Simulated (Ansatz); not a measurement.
SrO in the rocksalt structure, relaxed with r2SCAN in the plane-wave code Ansatz. The symmetry is Fm-3m (No. 225, cubic); conventional cell a = 5.160 Å, 17.17 Å³ an atom. Sr has 6 O at 2.58 Å; O has 6 Sr at 2.58 Å.

The axes x, y and z are those of this cell:
```xyz
2
Lattice="0.0000 2.5799 2.5799 2.5799 0.0000 2.5799 2.5799 2.5799 0.0000" Properties=species:S:1:pos:R:3 pbc="T T T"
Sr    0.0000    0.0000    0.0000
O     2.5799    2.5799    2.5799
```

Unstrained: With PBE the valence top lies at Γ and the conduction bottom at X, 3.318 eV higher; the smallest vertical gap, at X, is 3.403 eV. r2SCAN gives an indirect gap of 3.799 eV, from Γ to X; the least direct gap is 3.880 eV at X. HSE06 gives an indirect gap of 4.794 eV, from Γ to X; the least direct gap is 4.890 eV at X. Meshes: PBE 8×8×8, r2SCAN 8×8×8, HSE06 6×6×6. Strains are changes of length per length. After each strain the atoms were relaxed again with r2SCAN within the symmetry that the strain leaves, so tilts or polar shifts that break it weren't tested; points keep the names that they have in the unstrained zone. Spin-unpolarised throughout; all numbers are computed.

(1) Apply uniaxial -5.23 % along z, other directions held. How far does the gap move, against the unstrained cell?

(2) Estimate what isotropic -3.57 % on every length does to the gap.

(3) Apply uniaxial -2.92 % along [111], other directions held. How far does the gap move, against the unstrained cell?

Answers

(1) PBE: the gap goes from 3.318 to 2.988 eV (-0.330 eV); with r2SCAN the top three valence levels at Γ, degenerate before, become 1+2 from the top over 242 meV. r2SCAN: the gap goes from 3.799 to 3.461 eV (-0.338 eV). HSE06: the gap goes from 4.794 to 4.502 eV (-0.292 eV). The r2SCAN energy rises by 33.8 meV an atom.

(2) PBE: the gap goes from 3.318 to 3.235 eV (-0.083 eV); it turns from indirect (Γ → X) to direct (X). r2SCAN: the gap goes from 3.799 to 3.716 eV (-0.083 eV); it turns from indirect (Γ → X) to direct (X). HSE06: the gap goes from 4.794 to 4.744 eV (-0.050 eV); it turns from indirect (Γ → X) to direct (X). The r2SCAN energy rises by 65.3 meV an atom.

(3) PBE: the gap goes from 3.318 to 3.258 eV (-0.060 eV); with r2SCAN the top three valence levels at Γ, degenerate before, become 1+2 from the top over 60 meV. r2SCAN: the gap goes from 3.799 to 3.740 eV (-0.059 eV). HSE06: the gap goes from 4.794 to 4.742 eV (-0.052 eV). The r2SCAN energy rises by 7.7 meV an atom.

The meshes of the hybrids are coarse, so their gaps aren't converged to the digits shown.

The splittings at Γ are without spin-orbit coupling, which regroups them where it is of like size or larger.
